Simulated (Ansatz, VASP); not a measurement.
One calculation of Pt, two programs

POSCAR

```
Pt
1.0
    0.0000000000      1.9579000000      1.9579000000
    1.9579000000      0.0000000000      1.9579000000
    1.9579000000      1.9579000000      0.0000000000
Pt
1
Direct
    0.0000000000      0.0000000000      0.0000000000
```

INCAR.step1

```
SYSTEM = Pt
PREC = Accurate
ENCUT = 520
ISMEAR = 0
SIGMA = 0.15
LREAL = .FALSE.
LASPH = .TRUE.
NELM = 100
NBANDS = 11
GGA = PE
ALGO = Normal
EDIFF = 1E-4
LWAVE = .TRUE.
LCHARG = .FALSE.
```

File INCAR.step2:

```
SYSTEM = Pt
PREC = Accurate
ENCUT = 520
EDIFF = 1E-7
ISMEAR = 0
SIGMA = 0.15
LREAL = .FALSE.
LASPH = .TRUE.
NELM = 100
ALGO = Normal
ISIF = 2
LWAVE = .FALSE.
LCHARG = .FALSE.
METAGGA = R2SCAN
LMIXTAU = .TRUE.
NBANDS = 11
ISTART = 1
```

Contents of KPOINTS:

```
regular mesh
0
G
  24 24 24
  0 0 0
```

Input for Ansatz:

```yaml
crystal:
  lattice:
    - [0.0, 1.9579, 1.9579]
    - [1.9579, 0.0, 1.9579]
    - [1.9579, 1.9579, 0.0]
  atoms:
    - { symbol: Pt, position: [0.0, 0.0, 0.0] }
basis:
  ecutwfc: 500
kpoints:
  mp_grid: { grid: [24, 24, 24] }
hamiltonian:
  xc: r2scan
scf:
  occupations: { method: gaussian, width: 0.15 }
output:
  forces: true
  stress: true
  eigenvalues: true
```

Alike in both runs: task single point; functional r2SCAN; k mesh 24 × 24 × 24; occupations gaussian, width 0.15 eV; no spin polarisation.

|  | VASP | Ansatz |
| --- | --- | --- |
| version | VASP 6.6.1 | Ansatz 0.2.0 |
| potentials or method | VASP PAW PBE potentials, release 64 (Pt) | scalar-relativistic, plane waves, PAW |
| plane-wave cutoff (eV) | 520 | 500 |
| valence electrons in the cell | 10 | 18 |

|  | VASP | Ansatz | Ansatz less VASP |
| --- | --- | --- | --- |
| gap on the k mesh at the Fermi level (eV) | none | none | - |
| pressure (GPa) | 6.2 | 5.4 | -0.80 |

A gap of «none» marks a metal or a gap that the smearing closes. The two sets of potentials don't hold the same shells in valence.

Caveats: the PAW data sets were made with another functional, which shifts forces and pressure a little (VASP). Spin-orbit coupling is left out, which matters for the levels of Pt.
